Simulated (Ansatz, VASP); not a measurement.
**One calculation of Zn, two programs**

```
CELL_PARAMETERS angstrom
-1.54550 1.54550 1.56904
1.54550 -1.54550 1.56904
1.54550 1.54550 -1.56904
ATOMIC_POSITIONS crystal
Zn 0.00000 0.00000 0.00000
```

Change from the starting cell: strain -0.015 along x and y, +0.000 along z, atoms carried along.

Alike in both runs: task single point; functional LDA; k mesh 22 × 22 × 22; occupations gaussian, width 0.15 eV; no spin polarisation.

|  | VASP | Ansatz |
| --- | --- | --- |
| version | VASP 6.6.1 | Ansatz 0.2.0 |
| potentials or method | VASP PAW LDA potentials, release 64 (Zn) | scalar-relativistic, plane waves, PAW |
| plane-wave cutoff (eV) | 520 | 420 |
| valence electrons in the cell | 12 | 12 |

|  | VASP | Ansatz | Ansatz less VASP |
| --- | --- | --- | --- |
| gap on the k mesh at the Fermi level (eV) | none | none | - |
| pressure (GPa) | -6.2 | -6.7 | -0.46 |
| largest component of the traceless stress (GPa) | 0.50 | 0.49 | -0.014 |

A gap of «none» marks a metal or a gap that the smearing closes.
